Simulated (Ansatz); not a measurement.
## Si3N4: Electric field gradients

The cell is a Materials Project structure (computed, not necessarily an observed phase), taken as it stands.

Space group I-43d (No. 220); a = 6.4883 Å.

| site | Wyckoff | site symmetry | x | y | z |
| --- | --- | --- | --- | --- | --- |
| Si | 12a | -4.. | 0.2500 | 0.3750 | 0.0000 |
| N | 16c | .3. | 0.7814 | 0.2814 | 0.2186 |

One atom of each set is listed; the run and its k-mesh use a cell of 14 atoms with edges of 5.62, 5.62, 5.62 Å.

Level of theory: DFT, r2SCAN, plane waves and PAW, scalar-relativistic, 500 eV cutoff, Γ-centred 6×6×6 k-points, Fermi–Dirac smearing 0.02 eV (Ansatz 0.2.0).

V_zz is the principal component of the electric field gradient with the largest magnitude, η = (V_xx − V_yy)/V_zz and C_Q = eQV_zz/h.

14N: I = 1, Q = 20.44 mb. Quadrupole moments are those of Pyykkö's year-2017 table.

| site | atoms | first shell | V_zz (10²¹ V/m²) | η | C_Q (MHz) |
| --- | --- | --- | --- | --- | --- |
| Si | 6 | 4 N at 1.76 Å | -0.10 | 0.00 | – |
| N | 8 | 3 Si at 1.76 Å | -5.97 | 0.00 | -2.95 |

An axis of threefold or higher order runs through Si and N, so V_zz lies along it and η is zero.

Si has no stable isotope with a ground-state quadrupole moment in the table, so no C_Q is given.

At this cell the r2SCAN pressure is -6 GPa, so with r2SCAN the cell would shrink if it were relaxed. The entry's cell may itself be off.

The run took 30 s of wall time (30 s of CPU time) and 0.72 GiB at its peak, on 1 thread of Arm Neoverse V1 (aarch64; 8 cores open to the job, memory cap 2.5 GiB, no GPU), a shared host with a load of 0.8 a core.
